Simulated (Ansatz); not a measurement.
**BaTe (rocksalt structure)**

The computed numbers are results of PBE, scalar-relativistic (no spin polarisation) in the plane-wave PAW code Ansatz at 420 eV, 6×6×6 k-mesh, Gaussian smearing of 0.05 eV; PAW files: Ansatz's generated set soft_2.

```yaml
crystal:
  lattice:
    - [0.00000, 7.06446, 7.06446]
    - [7.06446, 0.00000, 7.06446]
    - [3.53223, 3.53223, 0.00000]
  atoms:
    - { symbol: Ba, position: [0.25000, 0.25000, 0.50000] }
    - { symbol: Te, position: [0.00000, 0.00000, 0.00000] }
    - { symbol: Ba, position: [0.25000, 0.75000, 0.50000] }
    - { symbol: Te, position: [0.00000, 0.50000, 0.00000] }
    - { symbol: Ba, position: [0.75000, 0.25000, 0.50000] }
    - { symbol: Te, position: [0.50000, 0.00000, 0.00000] }
    - { symbol: Ba, position: [0.75000, 0.75000, 0.50000] }
    - { symbol: Te, position: [0.50000, 0.50000, 0.00000] }
```

The compound is reported in the structure type of the start.

The cell above (space group Fm-3m at a tolerance of 0.05 Å) comes from a relaxation within its symmetry on a finer mesh. All atoms were then moved at random (spread 0.10 Å) and the cell was relaxed without symmetry.

Does the structure survive?

It returns: the energy ends within 0.1 meV/atom of the undisturbed cell and space group Fm-3m is found again (tolerance 0.05 Å). The test covers only distortions that fit this cell.

 Scalar-relativistic only: spin–orbit splittings of the heavy atoms' levels are missing.
